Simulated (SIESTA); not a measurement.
W:

```
CELL_PARAMETERS angstrom
-1.58234 1.58234 1.58234
1.58234 -1.58234 1.58234
1.58234 1.58234 -1.58234
ATOMIC_POSITIONS crystal
W 0.00000 0.00000 0.00000
```

Base run:

* Program: SIESTA 5.4.2
* Functional: PBE
* Potentials or basis: PseudoDojo 0.4 standard (PBE files)
* Basis: DZP (energy shift 0.003 Ry; two zetas on semicore shells)
* Grid cutoff: 800 Ry
* Energy shift: 0.003 Ry
* k mesh: 12 × 12 × 12
* Occupations: fermi-dirac, width 0.05 eV
* Spin: no spin polarisation

Its results: band gap on the k mesh none (metal or under the smearing width); pressure 9.9 GPa.

Question: The run is repeated on the same cell with these changes: basis from DZP (energy shift 0.003 Ry; two zetas on semicore shells) to DZ (energy shift 0.003 Ry; two zetas on semicore shells). What comes out?

Answer: Band gap on the k mesh none (metal or under the smearing width); pressure 6.9 GPa.

Caveats: short orbitals over semicore shells can move pressures by several GPa; the basis of atomic orbitals isn't converged, which shifts pressures, moduli and gaps; the basis has no polarisation orbitals (some runs).
